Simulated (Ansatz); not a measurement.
## TiO2, space group C2/c: a frozen displacement of one atom, step by step

With Ansatz 0.2.0, Python API.

Typed at the interpreter:
```pycon
>>> import ansatz
>>> from ase import Atoms
>>> import numpy as np
>>> atoms = Atoms(
...     ['Ti', 'Ti', 'O', 'O', 'O', 'O'],
...     scaled_positions=[
...         [0.13411, 0.86589, 0.25],
...         [0.86589, 0.13411, 0.75],
...         [0.331221, 0.088755, 0.667149],
...         [0.668779, 0.911245, 0.332851],
...         [0.911245, 0.668779, 0.832851],
...         [0.088755, 0.331221, 0.167149],
...     ],
...     cell=[
...         [2.706034, -2.706655, 0.0],
...         [2.706034, 2.706655, 0.0],
...         [-2.633531, 0.0, 4.796637],
...     ],
...     pbc=True,
... )
>>> system = ansatz.Crystal.from_ase(atoms)
>>> inverse = np.linalg.inv(np.array(system.lattice.vectors))
>>> home = np.array(system.sites[4].position)
>>> values = np.linspace(-0.02, 0.02, 5)
>>> energies, pulls = [], []
>>> for shift in values:
...     moved = system.move(4, to=home + shift * inverse[1])
...     setup = (
...         moved.calculation()
...         .kpoints(6, 6, 4)
...         .pseudopotentials('paw')
...         .occupations('fixed')
...         .scf(tolerance=1e-09)
...         .basis(420)
...         .functional('PBEsol')
...         .forces()
...     )
...     summary = setup.run(threads=1, backend='cpu').report
...     energies.append(summary['free_energy_ev'])
...     pulls.append(summary['forces_ev_ang'][4][1])
...
>>> # the force is minus the slope of the free energy
>>> print('shift (A)   dE (eV)   force along y (eV/A)')
shift (A)   dE (eV)   force along y (eV/A)
>>> for shift, e, f in zip(values, energies, pulls):
...     print(f'{shift:8.3f} {e - energies[2]:10.5f} {f:12.4f}')
...
  -0.020    0.00066       0.1115
  -0.010   -0.00006       0.0331
   0.000    0.00000      -0.0448
   0.010    0.00084      -0.1224
   0.020    0.00245      -0.1996
>>> print(f'stiffness from energies {2 * np.polyfit(values, energies, 2)[0]:.3f}, from forces {-np.polyfit(values, pulls, 1)[0]:.3f} eV/A^2')
stiffness from energies 7.776, from forces 7.777 eV/A^2
```

The curvature of the energy gives 7.776 eV/Å² and the slope of the force 7.777 eV/Å², a positive curvature.

Notes:
- Spin is left out of this run.
- The structure comes from a database of computed cells and needn't be a stable or known phase.
- All periodic images of the atom move with it, so the curvature is one diagonal element of the zone-centre force constants and no normal mode; a positive value doesn't exclude soft modes in which several atoms move.
- It ran for 68 s on 1 thread of Arm Neoverse V1, with other jobs on the host, peak memory 0.45 GiB.
